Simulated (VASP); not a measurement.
Input of a VASP 6.6.1 run:

File POSCAR:

```
CdTe
1.0
    0.0000000000      3.2781032353      3.2781032353
    3.2781032353      0.0000000000      3.2781032353
    3.2781032353      3.2781032353      0.0000000000
Cd Te
1 1
Direct
    0.0000000000      0.0000000000      0.0000000000
    0.2500000000      0.2500000000      0.2500000000
```

The input INCAR.step1:

```
PREC = Accurate
ENCUT = 550
ISMEAR = 0
SIGMA = 0.01
LREAL = F
LASPH = T
NELM = 120
NBANDS = 16
GGA = PE
ALGO = Normal
EDIFF = 1E-5
LWAVE = T
LCHARG = F
GGA_COMPAT = F
```

INCAR.step2

```
PREC = Accurate
ENCUT = 550
EDIFF = 1E-6
ISMEAR = 0
SIGMA = 0.01
LREAL = F
LASPH = T
NELM = 120
ALGO = Normal
ISIF = 2
LWAVE = F
LCHARG = F
METAGGA = R2SCAN
LMIXTAU = T
NBANDS = 16
ISTART = 1
GGA_COMPAT = F
```

KPOINTS

```
regular mesh
0
Gamma
  6 6 6
```

Potentials or basis: VASP PAW PBE potentials, release 64 (Cd, Te).

Command:

```console
$ cat potpaw_PBE.64/Cd/POTCAR potpaw_PBE.64/Te/POTCAR > POTCAR
$ cp INCAR.step1 INCAR
$ mpirun -np 1 vasp_std > vasp.out
$ cp INCAR.step2 INCAR
$ mpirun -np 1 vasp_std > vasp.out
```

Task: What does it give for the band gap on the k mesh?

Result: 1.16 eV.

Task: Estimate the pressure.

Result: 0.1 GPa.

Caveat: the PAW data sets were made with another functional, which shifts forces and pressure a little; spin-orbit coupling is left out, which moves the levels of the heavy elements.

**Measured values to compare with.**

From a printed reference work, data compilation, for a bulk crystal of CdTe at 0 K: band gap 1.607 eV.

A measured gap of CdTe is 1.607 eV (0 K; a printed reference work, data compilation); the calculated 1.16 eV misses it by -0.45 eV. Spin-orbit coupling on Cd, Te is left out. The value is that of r2SCAN, without temperature or zero-point motion.
